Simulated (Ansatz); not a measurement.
Calculation for Rb (fcc type): DFT, PBE, all-electron LAPW, scalar-relativistic (Ansatz 0.2.0). This run: fcc relaxed under pressure.

The cell comes from a relaxation on PAW files under the same functional, begun from a prototype that needn't be the stable phase.

Command: `ansatz run input.yaml --threads 1 --pin off --max-ram 3584MiB --backend cpu --events-out ev --progress --plain --runs-dir out` It took 5.2 s on 1 thread of Arm Neoverse V2, with other jobs on the host, peak memory 0.24 GiB.

```yaml
crystal:
  lattice:
    - [0.0, 2.6789890589, 2.6789890589]
    - [2.6789890589, 0.0, 2.6789890589]
    - [2.6789890589, 2.6789890589, 0.0]
  atoms:
    - { symbol: Rb, position: [0.0, 0.0, 0.0] }
kpoints:
  mp_grid: { grid: [12, 12, 12] }
scf:
  occupations: { method: fermi_dirac, width: 0.08 }
hamiltonian:
  xc: pbe
  pseudopotentials: { kind: all_electron, lapw: { basis_error: 0.0005 } }
output:
  forces: true
  stress: true
  eigenvalues: true
relax:
  f_tol: 0.005
  max_steps: 12
  cell: { p_target: 10.0, stress_tol: 0.03 }
```

Output:

```
The last accepted step is kept in <dir> (removed where the run ends without a failure and the disk answers)
LAPW: plane waves up to 5.451 Å⁻¹, error target 5.0e-4 eV per atom; small_component_spin mean_spin; Rb in spheres of 1.838 Å, 19 of its electrons in bands, Dirac shells [] (how accurate: hamiltonian.pseudopotentials.lapw.basis_error, Limitations)
Engine: ansatz 0.2.0
Pseudopotentials: kind: all_electron
Pseudopotential: Rb, LAPW, valence charge 19, lapw/all_electron/scalar/gaussian/Rb, Koelling and Harmon's equation, gaussian nucleus
Functional definition: PBE
  parameter kappa = 0.804
  parameter beta = 0.06672455060314922
  exchange = pbe_x(kappa = kappa, mu = beta*pi^2/3)
  correlation = pbe_c(beta = beta)
Crystal: 1 atoms, lattice volume = 38.454 Å³
Basis set: ecut = 113.20754711466375 eV, 113 PW (Γ), exchange–correlation at level 2
Bands: 14, of which v1, the nominal top of the filled ones, is band 10 counted from 1 (9 counted from 0)
Symmetry: 48 space group operations
Space group: Fm-3m (ITA 225), of the structure as read, at distance tolerance 3.4e-5 Å
k-points: 72 of 1728
Non-local potential: Rb, projectors of the file, none
Initial density: superposition of atomic densities (chi_scale 0.1, normalization cell)
Initial wavefunctions: plane waves of lowest kinetic energy (no species holds an atomic orbital)
Functional: x = pbe(κ = 0.804, μ = 0.2195149727645171), c = pbe(β = 0.06672455060314922)
iter 1 solved again at ethr=8.35e-5 eV; its pass at ethr=1.00e-1 eV (dr2=1.59e-2 eV) is discarded
SCF iter   1: F=—  HF=-81121.726892 eV  |F-HF|=—  |Δ(HF+E_count)|=         —  Δρ=4.88e-3  dr2=1.59e-2  ethr=8.35e-5  ⟨swp⟩=3.2  Hψ=6738  notcnv=0
preconditioner: auto → Kerker (q_TF=auto, 2.426 Å⁻¹)  [metal: Δε(μ)=0.057 eV  Ē_g=15.068 eV  σ=0.080 eV  W_gap=0.17  n_scr=14 (ndim 8)  ℏωp=15.8 eV  f_vac=0.000  D(μ)=0.97/eV (n_scr^D=8)]
SCF iter   2: F=—  HF=-81121.710024 eV  |F-HF|=—  |Δ(HF+E_count)|=   1.69e-2  Δρ=3.40e-3  dr2=8.37e-3  ethr=8.35e-5  ⟨swp⟩=2.0  Hψ=3019  notcnv=0
SCF iter   3: F=—  HF=-81121.709595 eV  |F-HF|=—  |Δ(HF+E_count)|=   4.30e-4  Δρ=2.17e-3  dr2=3.65e-3  ethr=4.41e-5  ⟨swp⟩=2.0  Hψ=3019  notcnv=0
SCF iter   4: F=—  HF=-81121.710184 eV  |F-HF|=—  |Δ(HF+E_count)|=   5.90e-4  Δρ=9.84e-4  dr2=7.88e-4  ethr=1.92e-5  ⟨swp⟩=2.0  Hψ=3018  notcnv=0
iter 5 solved again at ethr=2.28e-7 eV; its pass at ethr=4.14e-6 eV (dr2=4.33e-5 eV) is discarded
SCF iter   5: F=—  HF=-81121.710321 eV  |F-HF|=—  |Δ(HF+E_count)|=   1.36e-4  Δρ=2.47e-4  dr2=4.34e-5  ethr=2.28e-7  ⟨swp⟩=2.0  Hψ=5029  notcnv=0
SCF iter   6: F=—  HF=-81121.710336 eV  |F-HF|=—  |Δ(HF+E_count)|=   1.51e-5  Δρ=5.22e-5  dr2=9.50e-7  ethr=2.28e-7  ⟨swp⟩=2.7  Hψ=3065  notcnv=0
SCF iter   7: F=-81121.710337 eV  HF=-81121.710337 eV  |F-HF|=2.30e-8  |Δ(HF+E_count)|=   7.32e-7  Δρ=7.21e-6  dr2=1.85e-8  ethr=5.00e-9  ⟨swp⟩=2.9  Hψ=3084  notcnv=0
SCF 1 converged in 7 iterations: F = -81121.710337 eV  dr2 = 1.85e-8
relax step   1: F+E_penalty+E_count = -81121.71033660 eV  Δ(F+E_penalty+E_count) = +0.000e0 eV  max|allowed force component| = 0.000e0 eV/Å  Δτ_max = 0.0000 Å  P = +9.982 GPa  Ω = 38.454 Å³  (7 SCF iters, accepted)
Initial density: handed on by an earlier stage of this run
Initial wavefunctions: those handed on with the density
iter 1 solved again at ethr=4.90e-11 eV; its pass at ethr=1.00e-1 eV (dr2=9.31e-9 eV) is discarded
SCF iter   1: F=—  HF=-81121.710339 eV  |F-HF|=—  |Δ(HF+E_count)|=         —  Δρ=5.35e-6  dr2=9.37e-9  ethr=4.90e-11  ⟨swp⟩=4.7  Hψ=5776  notcnv=0
preconditioner: auto → Kerker (q_TF=auto, 2.426 Å⁻¹)  [metal: Δε(μ)=0.058 eV  Ē_g=15.241 eV  σ=0.080 eV  W_gap=0.18  n_scr=14 (ndim 8)  ℏωp=15.8 eV  f_vac=0.000  D(μ)=0.99/eV (n_scr^D=8)]
SCF iter   2: F=-81121.710337 eV  HF=-81121.710337 eV  |F-HF|=1.10e-8  |Δ(HF+E_count)|=   1.93e-6  Δρ=3.68e-6  dr2=4.73e-9  ethr=4.90e-11  ⟨swp⟩=3.0  Hψ=3372  notcnv=0
SCF 2 converged in 2 iterations: F = -81121.710337 eV  dr2 = 4.73e-9
relax step   2: F+E_penalty+E_count = -81121.71033660 eV  Δ(F+E_penalty+E_count) = -2.969e-9 eV  max|allowed force component| = 0.000e0 eV/Å  Δτ_max = 0.0000 Å  P = +9.982 GPa  Ω = 38.454 Å³  stress off target by 1.77e-2 GPa  SCF on the basis re-selected at this cell (its energy is not comparable with the rows above)  (2 SCF iters)
basis re-selected at this cell: Δ(F+E_penalty+E_count) = -2.969e-9 eV, ΔP = -0.000 GPa vs the last step (what re-selecting the basis moved, after the strain that the cell walked since its last selection, with what the two solves' SCF thresholds leave and, on support functions, any second-order correction that the steps lacked; it is no measure of the basis error at this ecutwfc). This SCF's stress stands 1.77e-2 GPa from its target on what of the cell is left free (relax.cell.stress_tol is 3.00e-2 GPa) and its largest allowed force component is 0.00e0 eV/Å (relax.f_tol is 5.00e-3 eV/Å): within both
SCF converged after 2 iterations
Free energy (F): -81121.710337 eV
Harris-Foulkes:  -81121.710337 eV  (|F-HF|=1.10e-8)
Internal energy: -81121.689259 eV  (E = F + TS)
E sigma→0 (E₀):  -81121.699798 eV
Entropy (-TS):   -0.021077 eV (-21.077 meV/atom)
Fermi energy:    9.049616 eV
--- Per-component energies (eV) ---
  E_band       = -974.850705
  E_kinetic    = 83409.470341
  E_xc         = -2745.499531
  E_electrostatic = -161785.660069  (all electrons and nuclei)
  E_smearing   = -0.021077  (= −TS)
  E_closure    = 0.000000  (closes the sum)
  E_atoms      = -81121.699768  (free atoms, spherical and without spin; not in F)
  Σ components = -81121.710337   (vs F -81121.710337, Δ=0.00e0)
  Basis errors (estimates in eV, not in F): energy 1.2e-4 per atom: plane waves 1.2e-4 (6.3e-5 summed), levels above the bands 1.9e-35, relativity 3.9e-8, radial functions 5.9e-6, core shells 5.4e-7; eigenvalues (radial functions only) 1.7e-6; not estimated: angular momenta, meshes, grids; target (lapw.basis_error) 5.0e-4; muffin-tin radii Rb 1.838 Å
--- Forces (eV/Å), atoms counted from 1 ---
  atom   1  Rb    -0.00000000     0.00000000     0.00000000
  max |Σ_I F_I| component: 1.40e-31 eV/Å
--- Stress (GPa, compression-positive) ---
        9.982335       0.000000       0.000000
        0.000000       9.982335       0.000000
        0.000000       0.000000       9.982335
  P = ⅓ Tr σ = 9.9823 GPa (99.823 kbar)
--- Band table (eV; the first three rows and the last of 72) ---
  k-point 0: bands = ["-91.8473", "-91.8473", "-91.8473", "-91.8462", "-91.8462", "-20.0876", "-3.6113", "-3.6113", "-3.6113", "6.0457", "13.1180", "13.1180", "13.1180", "15.7100"]
  k-point 1: bands = ["-91.8473", "-91.8473", "-91.8473", "-91.8462", "-91.8462", "-20.0773", "-3.7092", "-3.6214", "-3.6214", "6.2441", "12.8011", "13.2047", "13.2047", "15.5096"]
  k-point 2: bands = ["-91.8473", "-91.8473", "-91.8473", "-91.8462", "-91.8462", "-20.0492", "-3.9642", "-3.6487", "-3.6487", "6.7830", "12.1773", "13.3615", "13.3615", "15.2295"]
  k-point 71: bands = ["-91.8473", "-91.8473", "-91.8473", "-91.8462", "-91.8462", "-19.8800", "-4.4160", "-4.4160", "-4.0734", "9.6401", "11.2997", "11.2997", "13.4023", "18.3391"]
--- Relaxed structure (1 steps of the walk, 1 accepted, 1 SCFs on fresh bases) ---
  F+E_penalty+E_count = -81121.71033660 eV   max|allowed force component| = 0.000e0 eV/Å   (the final SCF, on the basis selected at the relaxed cell)
  cell:  # Å, volume = 38.4541 Å³
    - [0.0, 2.6789890589, 2.6789890589]
    - [2.6789890589, 0.0, 2.6789890589]
    - [2.6789890589, 2.6789890589, 0.0]
  atoms:
    - { symbol: Rb, position: [0.0, 0.0, 0.0] }
```

Next run (bcc relaxed under pressure), as changes to the input before:

```diff
   lattice:
-    - [0.0, 2.6789890589, 2.6789890589]
-    - [2.6789890589, 0.0, 2.6789890589]
-    - [2.6789890589, 2.6789890589, 0.0]
+    - [-2.1428066478, 2.1428066478, 2.1428066478]
+    - [2.1428066478, -2.1428066478, 2.1428066478]
+    - [2.1428066478, 2.1428066478, -2.1428066478]
   atoms:
 kpoints:
-  mp_grid: { grid: [12, 12, 12] }
+  mp_grid: { grid: [13, 13, 13] }
 scf:
```

Results part of the output:

```
basis re-selected at this cell: Δ(F+E_penalty+E_count) = -4.700e-9 eV, ΔP = -0.000 GPa vs the last step (what re-selecting the basis moved, after the strain that the cell walked since its last selection, with what the two solves' SCF thresholds leave and, on support functions, any second-order correction that the steps lacked; it is no measure of the basis error at this ecutwfc). This SCF's stress stands 4.10e-3 GPa from its target on what of the cell is left free (relax.cell.stress_tol is 3.00e-2 GPa) and its largest allowed force component is 0.00e0 eV/Å (relax.f_tol is 5.00e-3 eV/Å): within both
SCF converged after 2 iterations
Free energy (F): -81121.748407 eV
Harris-Foulkes:  -81121.748407 eV  (|F-HF|=9.20e-9)
Internal energy: -81121.724605 eV  (E = F + TS)
E sigma→0 (E₀):  -81121.736506 eV
Entropy (-TS):   -0.023802 eV (-23.802 meV/atom)
Fermi energy:    8.831304 eV
--- Per-component energies (eV) ---
  E_band       = -2256.090268
  E_kinetic    = 83409.710378
  E_xc         = -2745.442960
  E_electrostatic = -161785.992023  (all electrons and nuclei)
  E_smearing   = -0.023802  (= −TS)
  E_closure    = 0.000000  (closes the sum)
  E_atoms      = -81121.699768  (free atoms, spherical and without spin; not in F)
  Σ components = -81121.748407   (vs F -81121.748407, Δ=0.00e0)
  Basis errors (estimates in eV, not in F): energy 1.5e-4 per atom: plane waves 1.4e-4 (7.8e-5 summed), levels above the bands 4.7e-33, relativity 3.9e-8, radial functions 3.4e-6, core shells 1.6e-8; eigenvalues (radial functions only) 1.2e-6; not estimated: angular momenta, meshes, grids; target (lapw.basis_error) 5.0e-4; muffin-tin radii Rb 1.800 Å
--- Forces (eV/Å), atoms counted from 1 ---
  atom   1  Rb    -0.00000000     0.00000000     0.00000000
  max |Σ_I F_I| component: 2.79e-31 eV/Å
--- Stress (GPa, compression-positive) ---
        9.995895      -0.000000      -0.000000
       -0.000000       9.995895       0.000000
       -0.000000       0.000000       9.995895
  P = ⅓ Tr σ = 9.9959 GPa (99.959 kbar)
--- Band table (eV; the first three rows and the last of 84) ---
  k-point 0: bands = ["-212.8833", "-212.8833", "-212.8833", "-92.0496", "-92.0496", "-92.0496", "-92.0494", "-92.0494", "-20.2885", "-3.8462", "-3.8462", "-3.8462", "5.7902", "13.0071", "13.0071", "13.0071", "14.8146"]
  k-point 1: bands = ["-212.8833", "-212.8833", "-212.8833", "-92.0496", "-92.0496", "-92.0496", "-92.0494", "-92.0494", "-20.2799", "-3.9253", "-3.8667", "-3.8474", "5.9647", "12.8222", "12.8688", "13.1744", "14.4952"]
  k-point 2: bands = ["-212.8833", "-212.8833", "-212.8833", "-92.0496", "-92.0496", "-92.0496", "-92.0494", "-92.0494", "-20.2560", "-4.1352", "-3.9229", "-3.8510", "6.4463", "12.3283", "12.3931", "13.6686", "14.3056"]
  k-point 83: bands = ["-212.8833", "-212.8833", "-212.8833", "-92.0496", "-92.0496", "-92.0496", "-92.0494", "-92.0494", "-20.0350", "-4.6078", "-4.5912", "-4.5912", "8.8051", "8.8229", "15.2055", "15.2055", "15.3124"]
--- Relaxed structure (1 steps of the walk, 1 accepted, 1 SCFs on fresh bases) ---
  F+E_penalty+E_count = -81121.74840699 eV   max|allowed force component| = 0.000e0 eV/Å   (the final SCF, on the basis selected at the relaxed cell)
  cell:  # Å, volume = 39.3558 Å³
    - [-2.1428066478, 2.1428066478, 2.1428066478]
    - [2.1428066478, -2.1428066478, 2.1428066478]
    - [2.1428066478, 2.1428066478, -2.1428066478]
  atoms:
    - { symbol: Rb, position: [0.0, 0.0, 0.0] }
```

Next run (hcp relaxed under pressure), as changes to the input before:

```diff
   lattice:
-    - [-2.1428066478, 2.1428066478, 2.1428066478]
-    - [2.1428066478, -2.1428066478, 2.1428066478]
-    - [2.1428066478, 2.1428066478, -2.1428066478]
+    - [3.7857735332, 0.0, 0.0]
+    - [-1.8928867666, 3.2785760527, 0.0]
+    - [0.0, 0.0, 6.2549164499]
   atoms:
-    - { symbol: Rb, position: [0.0, 0.0, 0.0] }
+    - { symbol: Rb, position: [0.3333333333, 0.6666666667, 0.25] }
+    - { symbol: Rb, position: [0.6666666667, 0.3333333333, 0.75] }
 kpoints:
-  mp_grid: { grid: [13, 13, 13] }
+  mp_grid: { grid: [12, 12, 7] }
 scf:
```

Command: `ansatz run input.yaml --threads 1 --pin off --max-ram 3584MiB --backend cpu --events-out ev --progress --plain --runs-dir out` It took 14 s on 1 thread of Arm Neoverse V2 (shared host), peak memory 0.32 GiB.

Results part of the output:

```
basis re-selected at this cell: Δ(F+E_penalty+E_count) = -1.572e-9 eV, ΔP = -0.000 GPa vs the last step (what re-selecting the basis moved, after the strain that the cell walked since its last selection, with what the two solves' SCF thresholds leave and, on support functions, any second-order correction that the steps lacked; it is no measure of the basis error at this ecutwfc). This SCF's stress stands 1.44e-2 GPa from its target on what of the cell is left free (relax.cell.stress_tol is 3.00e-2 GPa) and its largest allowed force component is 2.95e-17 eV/Å (relax.f_tol is 5.00e-3 eV/Å): within both
SCF converged after 2 iterations
Free energy (F): -162243.449187 eV
Harris-Foulkes:  -162243.449187 eV  (|F-HF|=4.95e-9)
Internal energy: -162243.406099 eV  (E = F + TS)
E sigma→0 (E₀):  -162243.427643 eV
Entropy (-TS):   -0.043088 eV (-21.544 meV/atom)
Fermi energy:    8.973649 eV
--- Per-component energies (eV) ---
  E_band       = -1952.966011
  E_kinetic    = 166819.134298
  E_xc         = -5490.943358
  E_electrostatic = -323571.597040  (all electrons and nuclei)
  E_smearing   = -0.043088  (= −TS)
  E_closure    = 0.000000  (closes the sum)
  E_atoms      = -162243.399535  (free atoms, spherical and without spin; not in F)
  Σ components = -162243.449187   (vs F -162243.449187, Δ=0.00e0)
  Basis errors (estimates in eV, not in F): energy 1.3e-4 per atom: plane waves 1.2e-4 (6.5e-5 summed), levels above the bands 2.2e-16, relativity 3.9e-8, radial functions 3.3e-6, core shells 5.5e-7; eigenvalues (radial functions only) 3.7e-7; not estimated: angular momenta, meshes, grids; target (lapw.basis_error) 5.0e-4; muffin-tin radii Rb 1.836 Å
--- Forces (eV/Å), atoms counted from 1 ---
  atom   1  Rb     0.00000000     0.00000000     0.00000000
  atom   2  Rb     0.00000000    -0.00000000     0.00000000
  max |Σ_I F_I| component: 1.16e-18 eV/Å
--- Stress (GPa, compression-positive) ---
        9.985620       0.000000       0.000000
       -0.000000       9.985620       0.000000
        0.000000       0.000000       9.990417
  P = ⅓ Tr σ = 9.9872 GPa (99.872 kbar)
--- Band table (eV; the first three rows and the last of 76) ---
  k-point 0: bands = ["-91.9316", "-91.9316", "-91.9313", "-91.9313", "-91.9313", "-91.9313", "-91.9311", "-91.9311", "-91.9311", "-91.9311", "-20.1691", "-20.0240", "-4.9242", "-3.8400", "-3.8400", "-3.7157", "-3.7045", "-3.7045", "5.9430", "8.6374", "11.1494", "12.8287", "12.8747"]
  k-point 1: bands = ["-91.9316", "-91.9316", "-91.9313", "-91.9313", "-91.9313", "-91.9313", "-91.9311", "-91.9311", "-91.9311", "-91.9311", "-20.1620", "-20.0313", "-4.8719", "-3.8334", "-3.8334", "-3.7855", "-3.7113", "-3.7113", "6.0861", "8.5461", "11.1037", "12.6596", "12.8365"]
  k-point 2: bands = ["-91.9316", "-91.9316", "-91.9313", "-91.9313", "-91.9313", "-91.9313", "-91.9311", "-91.9311", "-91.9311", "-91.9311", "-20.1423", "-20.0518", "-4.7222", "-3.9740", "-3.8148", "-3.8148", "-3.7303", "-3.7303", "6.4862", "8.2326", "11.0987", "12.2301", "12.7948"]
  k-point 75: bands = ["-91.9316", "-91.9316", "-91.9313", "-91.9313", "-91.9313", "-91.9313", "-91.9311", "-91.9311", "-91.9311", "-91.9311", "-19.9789", "-19.9789", "-4.6610", "-4.6610", "-4.4922", "-4.4086", "-3.9214", "-3.9214", "9.9249", "10.0662", "10.2058", "10.2058", "11.3871"]
--- Relaxed structure (1 steps of the walk, 1 accepted, 1 SCFs on fresh bases) ---
  F+E_penalty+E_count = -162243.44918686 eV   max|allowed force component| = 2.949e-17 eV/Å   (the final SCF, on the basis selected at the relaxed cell)
  cell:  # Å, volume = 77.6357 Å³
    - [3.7857735331850058, 0.0, 0.0]
    - [-1.8928867665925029, 3.2785760527129857, 0.0]
    - [0.0, 0.0, 6.2549164499]
  atoms:
    - { symbol: Rb, position: [0.33333333333333326, 0.6666666666666665, 0.24999999999999997] }
    - { symbol: Rb, position: [0.6666666666666666, 0.33333333333333326, 0.7499999999999999] }
```

Next run (diamond relaxed under pressure), as changes to the input before:

```diff
   lattice:
-    - [3.7857735332, 0.0, 0.0]
-    - [-1.8928867666, 3.2785760527, 0.0]
-    - [0.0, 0.0, 6.2549164499]
+    - [0.0, 3.4318857484, 3.4318857484]
+    - [3.4318857484, 0.0, 3.4318857484]
+    - [3.4318857484, 3.4318857484, 0.0]
   atoms:
-    - { symbol: Rb, position: [0.3333333333, 0.6666666667, 0.25] }
-    - { symbol: Rb, position: [0.6666666667, 0.3333333333, 0.75] }
+    - { symbol: Rb, position: [-0.125, -0.125, -0.125] }
+    - { symbol: Rb, position: [0.125, 0.125, 0.125] }
 kpoints:
-  mp_grid: { grid: [12, 12, 7] }
+  mp_grid: { grid: [9, 9, 9] }
 scf:
```

Results part of the output:

```
basis re-selected at this cell: Δ(F+E_penalty+E_count) = -7.858e-10 eV, ΔP = -0.000 GPa vs the last step (what re-selecting the basis moved, after the strain that the cell walked since its last selection, with what the two solves' SCF thresholds leave and, on support functions, any second-order correction that the steps lacked; it is no measure of the basis error at this ecutwfc). This SCF's stress stands 3.65e-5 GPa from its target on what of the cell is left free (relax.cell.stress_tol is 3.00e-2 GPa) and its largest allowed force component is 2.31e-18 eV/Å (relax.f_tol is 5.00e-3 eV/Å): within both
SCF converged after 2 iterations
Free energy (F): -162242.501164 eV
Harris-Foulkes:  -162242.501164 eV  (|F-HF|=8.41e-9)
Internal energy: -162242.446811 eV  (E = F + TS)
E sigma→0 (E₀):  -162242.473987 eV
Entropy (-TS):   -0.054353 eV (-27.177 meV/atom)
Fermi energy:    8.060332 eV
--- Per-component energies (eV) ---
  E_band       = -5721.225621
  E_kinetic    = 166818.441729
  E_xc         = -5491.588455
  E_electrostatic = -323569.300084  (all electrons and nuclei)
  E_smearing   = -0.054353  (= −TS)
  E_closure    = 0.000000  (closes the sum)
  E_atoms      = -162243.399535  (free atoms, spherical and without spin; not in F)
  Σ components = -162242.501164   (vs F -162242.501164, Δ=0.00e0)
  Basis errors (estimates in eV, not in F): energy 2.1e-4 per atom: plane waves 2.0e-4 (1.1e-4 summed), levels above the bands 2.9e-25, relativity 3.6e-8, radial functions 1.6e-5, core shells 2.0e-12; eigenvalues (radial functions only) 3.2e-7; not estimated: angular momenta, meshes, grids; target (lapw.basis_error) 5.0e-4; muffin-tin radii Rb 1.441 Å
--- Forces (eV/Å), atoms counted from 1 ---
[... lines left out ...]
--- Stress (GPa, compression-positive) ---
        9.999964       0.000000      -0.000000
        0.000000       9.999964      -0.000000
       -0.000000      -0.000000       9.999964
  P = ⅓ Tr σ = 10.0000 GPa (100.000 kbar)
--- Band table (eV; the first three rows and the last of 35) ---
  k-point 0: bands = ["-287.2355", "-287.2355", "-214.1075", "-214.1075", "-214.1075", "-214.1074", "-214.1074", "-214.1074", "-93.2733", "-93.2733", "-93.2733", "-93.2730", "-93.2730", "-93.2730", "-93.2730", "-93.2730", "-93.2729", "-93.2729", "-21.9218", "-20.9107", "-6.2974", "-6.2974", "-6.2974", "-4.8886", "-4.8886", "-4.8886", "5.7043", "10.1528", "10.1528", "11.3342", "11.3342", "11.3342", "12.9887"]
  k-point 1: bands = ["-287.2355", "-287.2355", "-214.1075", "-214.1075", "-214.1075", "-214.1074", "-214.1074", "-214.1074", "-93.2733", "-93.2733", "-93.2733", "-93.2730", "-93.2730", "-93.2730", "-93.2730", "-93.2730", "-93.2729", "-93.2729", "-21.9006", "-20.9353", "-6.3268", "-6.3268", "-6.3116", "-4.8766", "-4.8529", "-4.8529", "5.8932", "9.9707", "9.9707", "11.2065", "11.7057", "11.7057", "12.3886"]
  k-point 2: bands = ["-287.2355", "-287.2355", "-214.1075", "-214.1075", "-214.1075", "-214.1074", "-214.1074", "-214.1074", "-93.2733", "-93.2733", "-93.2733", "-93.2730", "-93.2730", "-93.2730", "-93.2730", "-93.2730", "-93.2729", "-93.2729", "-21.8416", "-21.0029", "-6.3954", "-6.3954", "-6.3522", "-4.8375", "-4.7686", "-4.7686", "6.4075", "9.7637", "9.7637", "10.7727", "11.5016", "12.1658", "12.1658"]
  k-point 34: bands = ["-287.2355", "-287.2355", "-214.1075", "-214.1075", "-214.1074", "-214.1074", "-214.1074", "-214.1074", "-93.2734", "-93.2734", "-93.2732", "-93.2731", "-93.2730", "-93.2730", "-93.2729", "-93.2729", "-93.2729", "-93.2729", "-21.5022", "-21.3684", "-6.7830", "-6.7202", "-5.7262", "-5.4366", "-4.3927", "-4.3441", "7.9379", "8.1418", "10.7558", "10.7808", "11.5703", "11.7605", "12.8552"]
--- Relaxed structure (1 steps of the walk, 1 accepted, 1 SCFs on fresh bases) ---
  F+E_penalty+E_count = -162242.50116404 eV   max|allowed force component| = 2.313e-18 eV/Å   (the final SCF, on the basis selected at the relaxed cell)
  cell:  # Å, volume = 80.8404 Å³
    - [0.0, 3.4318857484, 3.4318857484]
    - [3.4318857484, 0.0, 3.4318857484]
    - [3.4318857484, 3.4318857484, 0.0]
  atoms:
    - { symbol: Rb, position: [-0.125, -0.125, -0.125] }
    - { symbol: Rb, position: [0.125, 0.125, 0.125] }
```
